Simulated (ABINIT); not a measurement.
# ZnS (Wurtzite-2H) (P6_3mc) in ABINIT: settings compared, part 2 of 2

ABINIT 10.8.3 (patched build). The steps go on from the part before.

## Step 3: Single point, LDA

run.abi reads:

```
# Pseudopotentials
pp_dirpath "./"
pseudos "Zn.upf, S.upf"

# Structure
acell 7.2017462609 7.2017462609 11.7805526609
rprim
     1.0000000000     0.0000000000     0.0000000000
    -0.5000000000     0.8660254038     0.0000000000
     0.0000000000     0.0000000000     1.0000000000
ntypat 2
znucl 30 16
natom 4
typat 1 1 2 2
xred
     0.6666666667     0.3333333333     0.5000000000
     0.3333333333     0.6666666667     0.0000000000
     0.6666666667     0.3333333333     0.8850000000
     0.3333333333     0.6666666667     0.3850000000

# Plane-wave basis
ecut 30.0

# k points
kptopt 1
ngkpt 6 6 4
nshiftk 1
shiftk 0.0 0.0 0.0

# Exchange and correlation
ixc 7

# Bands and occupations
nband 32
occopt 3
tsmear 0.00183747

# SCF cycle
nstep 100
tolvrs 1.0e-10

# Output
iomode 3
prtwf 0
prtden 0
prteig 0
prtebands 0
prtvol 2
```

Potentials or basis: PseudoDojo NC SR LDA v0.4.1 standard.

The run is started by

```sh
abinit run.abi > log 2>&1
```

It took 2.2 min on 1 thread of Arm Neoverse V1, shared host; peak memory 0.1 GiB.

It converged, with:

```
Free energy                                           : -11973.2905 eV
Largest force                                         : 0.295 eV/Å
Band gap on the k mesh                                : 1.98 eV, direct
Valence electrons inside the program's atomic spheres : Zn 18.16; S 3.93
```

Forces on the atoms (eV/Å):
```
Zn   0.000  0.000  0.295
Zn   0.000  0.000  0.295
S    0.000  0.000 -0.295
S    0.000  0.000 -0.295
```

Levels at points of the mesh, in eV from the valence-band top:
```
           k point  band 22  band 23  band 24  band 25  band 26  band 27  band 28  band 29  band 30  band 31
(0.00, 0.00, 0.00)    -0.88    -0.88    -0.02    -0.02     0.00     1.98     2.76     6.12     6.12     6.43
(0.50, 0.00, 0.00)    -4.31    -3.21    -2.28    -1.60    -1.00     3.40     4.06     5.00     6.98     7.22
(0.00, 0.00, 0.50)    -2.84    -0.47    -0.47    -0.47    -0.47     3.28     3.28     6.57     6.57     6.57
(0.50, 0.00, 0.50)    -5.02    -1.69    -1.69    -1.55    -1.55     3.39     3.39     4.97     4.97     8.82
```

## Step 4: Single point, PBE, spin-orbit coupling, no magnetisation

run.abi reads:

```
# Pseudopotentials
pp_dirpath "./"
pseudos "Zn.GGA_PBE-JTH.xml, S.GGA_PBE-JTH.xml"

# Structure
acell 3*1.0
rprim
     7.2017462609     0.0000000000     0.0000000000
    -3.6008731305     6.2368952135     0.0000000000
     0.0000000000     0.0000000000    11.7805526609
ntypat 2
znucl 30 16
natom 4
typat 1 1 2 2
xred
     0.6666666667     0.3333333333     0.5000000000
     0.3333333333     0.6666666667     0.0000000000
     0.6666666667     0.3333333333     0.8850000000
     0.3333333333     0.6666666667     0.3850000000

# Plane-wave basis
ecut 16.0
pawecutdg 32.0

# k points
kptopt 4
ngkpt 6 6 4
nshiftk 1
shiftk 0.0 0.0 0.0

# Exchange and correlation
ixc 11

# Bands and occupations
nband 44
occopt 3
tsmear 0.05 eV

# Spin
nspinor 2
nspden 1
pawspnorb 1

# SCF cycle
nstep 100
tolvrs 1.0e-9

# Output
iomode 3
prtwf 0
prteig 0
prtebands 0
prtvol 2
prtden 1
prtvha 1
prtvclmb 1
prtpot 1
```

Potentials or basis: JTH PAW PBE v2.0.

The run is started by

```sh
abinit run.abi > log 2>&1
```

run.abo:

```text
.Version 10.8.3 of ABINIT
 Symmetries : space group P6_3 (#173); Bravais hP (primitive hexag.)
================================================================================
 Values of the parameters that define the memory need of the present run
     intxc =       0    ionmov =       0      iscf =      17    lmnmax =      18
     lnmax =       6     mgfft =      45  mpssoang =       3    mqgrid =    3001
     natom =       4  nloc_mem =       2    nspden =       1   nspinor =       2
    nsppol =       1      nsym =       6    n1xccc =       1    ntypat =       2
    occopt =       3   xclevel =       2
       mpw =        1653          nfft =       32805          nkpt =          32
 PAW method is used; the additional fine FFT grid is defined by:
   mgfftf=        60    nfftf =     96000
================================================================================
================================================================================

--------------------------------------------------------------------------------
------------- Echo of variables that govern the present computation ------------
[... 974 lines left out ...]

 -outvars: echo values of variables after computation  --------
            acell      1.0000000000E+00  1.0000000000E+00  1.0000000000E+00 Bohr
           etotal     -1.4938573757E+02
            fcart      8.9733077249E-28  1.4678767953E-27  6.1848162412E-03
                      -2.9911025750E-28 -1.2951854076E-27  6.1848162412E-03
                      -2.9911025750E-28 -2.5903708153E-28 -6.1848162412E-03
                      -2.9911025750E-28  8.6345693840E-29 -6.1848162412E-03
            rprim      7.2017462609E+00  0.0000000000E+00  0.0000000000E+00
                      -3.6008731305E+00  6.2368952135E+00  0.0000000000E+00
                       0.0000000000E+00  0.0000000000E+00  1.1780552661E+01
           strten     -8.7444053661E-05 -8.7444053616E-05 -1.7423528685E-05
                       0.0000000000E+00  0.0000000000E+00  2.2966832283E-14
           xangst      1.9054999987E+00  1.1001409372E+00  3.1169999979E+00
                      -1.7638889223E-11  2.2002818744E+00  0.0000000000E+00
                       1.9054999987E+00  1.1001409372E+00  5.5170899962E+00
                      -1.7638889223E-11  2.2002818744E+00  2.4000899984E+00
             xred      6.6666666667E-01  3.3333333333E-01  5.0000000000E-01
                       3.3333333333E-01  6.6666666667E-01  0.0000000000E+00
                       6.6666666667E-01  3.3333333333E-01  8.8500000000E-01
                       3.3333333333E-01  6.6666666667E-01  3.8500000000E-01
 Calculation completed.
```

Run time: 7.4 min. Hardware: 1 thread of Arm Neoverse V2, shared host; peak memory 0.2 GiB.

What came out:

| Item | Value |
| --- | --- |
| Free energy | -4064.9930 eV |
| Largest force | 0.318 eV/Å |
| Band gap on the k mesh | 2.21 eV, direct |
| Valence electrons inside the program's atomic spheres | Zn 10.81; S 3.62 |

Forces in eV/Å, atoms in the order of the input:
```
Zn   0.000  0.000  0.318
Zn   0.000  0.000  0.318
S    0.000  0.000 -0.318
S    0.000  0.000 -0.318
```

## Step 5: Single point, PBE

run.abi reads:

```
# Pseudopotentials
pp_dirpath "./"
pseudos "Zn.upf, S.upf"

# Structure
acell 7.2017462609 7.2017462609 11.7805526609
rprim
     1.0000000000     0.0000000000     0.0000000000
    -0.5000000000     0.8660254038     0.0000000000
     0.0000000000     0.0000000000     1.0000000000
ntypat 2
znucl 30 16
natom 4
typat 1 1 2 2
xred
     0.6666666667     0.3333333333     0.5000000000
     0.3333333333     0.6666666667     0.0000000000
     0.6666666667     0.3333333333     0.8850000000
     0.3333333333     0.6666666667     0.3850000000

# Plane-wave basis
ecut 38.0

# k points
kptopt 1
ngkpt 6 6 4
nshiftk 1
shiftk 0.0 0.0 0.0

# Exchange and correlation
ixc 11

# Bands and occupations
nband 32
occopt 3
tsmear 0.05 eV

# SCF cycle
nstep 100
tolvrs 1.0e-10

# Output
iomode 3
prtwf 0
prtden 0
prteig 0
prtebands 0
```

Potentials or basis: PseudoDojo NC SR PBE v0.4.1 standard.

The run is started by

```sh
mpirun --bind-to none -np 4 abinit run.abi > log 2>&1
```

It took 48 s on 4 MPI ranks of Arm Neoverse V2, shared host; peak memory 0.4 GiB.

Results (log left out):

```yaml
Free_energy: -11980.5279 eV
Largest_force: 0.322 eV/Å
Band_gap_on_the_k_mesh: 2.25 eV, direct
Valence_electrons_inside_the_program's_atomic_spheres: Zn 18.13; S 3.96
```

Forces on the atoms (eV/Å):
```
Zn   0.000  0.000  0.322
Zn   0.000  0.000  0.322
S    0.000  0.000 -0.322
S    0.000  0.000 -0.322
```

Levels at points of the mesh, in eV from the valence-band top:
```
           k point  band 24  band 25  band 26  band 27  band 28  band 29
(0.00, 0.00, 0.00)    -0.01    -0.01     0.00     2.25     3.00     6.28
(0.50, 0.00, 0.00)    -2.25    -1.56    -0.98     3.62     4.26     5.18
(0.00, 0.00, 0.50)    -0.45    -0.45    -0.45     3.51     3.51     6.71
(0.50, 0.00, 0.50)    -1.66    -1.53    -1.53     3.62     3.62     5.14
```

## Step 6: Overview

```csv
level,potentials or basis,spin,cutoff (eV),fine-grid cutoff,gap on the mesh (eV),largest force (eV/Å)
LDA,PseudoDojo NC SR LDA v0.4.1 standard,off,816,-,1.98,0.30
PBE,JTH PAW PBE v2.0,"SOC, no magnetisation",435,870.764 eV,2.21,0.32
PBE,PseudoDojo NC SR PBE v0.4.1 standard,off,1034,-,2.25,0.32
```

Alike in all rows: task single point; cell as given; k mesh 6 × 6 × 4; smearing fermi-dirac 0.05 eV.

Total energies depend on the potentials used, so only differences within one code and one set of settings carry meaning.

## Step 7: Against experiment

Step 5. Measured gap of ZnS: 3.911 eV (direct; 4 K; a printed reference work, monograph). This calculation gives 2.25 eV (-1.66 eV). The value is that of PBE, without temperature or zero-point motion. Semilocal functionals fall short of measured gaps as a rule.
